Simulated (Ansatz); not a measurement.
Relaxed structure of CH4 on the (111) surface of Ti, one molecule per 28.2 Å² (the molecule's atoms stand last):

```xyz
17
Lattice="5.7103 0.0000 0.0000 -2.8551 4.9452 0.0000 0.0000 0.0000 24.3975" Properties=species:S:1:pos:R:3 pbc="T T T"
Ti    1.4276    0.8242    8.0000
Ti    0.0000    3.2968    8.0000
Ti    4.2827    0.8242    8.0000
Ti    2.8551    3.2968    8.0000
Ti    2.8417    1.6559   10.2501
Ti    1.4248    4.1065   10.2520
Ti    0.0107    1.6574   10.2539
Ti   -1.4297    4.1210   10.1347
Ti   -1.4361    2.5276   12.4395
Ti    0.0310   -0.0208   12.4359
Ti    1.4086    2.4798   12.8989
Ti    2.8007   -0.0243   12.4359
C     1.4251    2.4670   15.5008
H     1.9228    3.2258   16.1128
H     0.9251    1.7095   16.1126
H     0.6378    2.9837   14.8989
H     2.2110    1.9493   14.9010
```

Theory: DFT PBE+D3(BJ), scalar-relativistic, plane waves, PAW (Ansatz 0.2.0). Settings: cutoff 420 eV, Γ-centred mesh 4×4×1 on the computed 17-atom cell, Gaussian smearing of 0.10 eV; no spin polarisation. A dipole correction removes the field between periodic images along c.

The slab and the molecular layer are also computed alone at these places.

(1) How does the adsorption energy per molecule split into interaction and deformation?

(2) How much charge moves across the plane at z = 13.90 Å, midway between slab and molecule?

Results:

(1) E_ads = -0.313 eV: interaction of the rigid parts -0.436 eV, deformation of the slab +0.094 eV, deformation of the molecule with its lateral interactions +0.028 eV.

(2) About 0.04 electrons a cell move down to the slab; half the integral of |Δρ| is 0.23 e.

The reference crystal is the fcc form of Ti, which isn't its usual structure.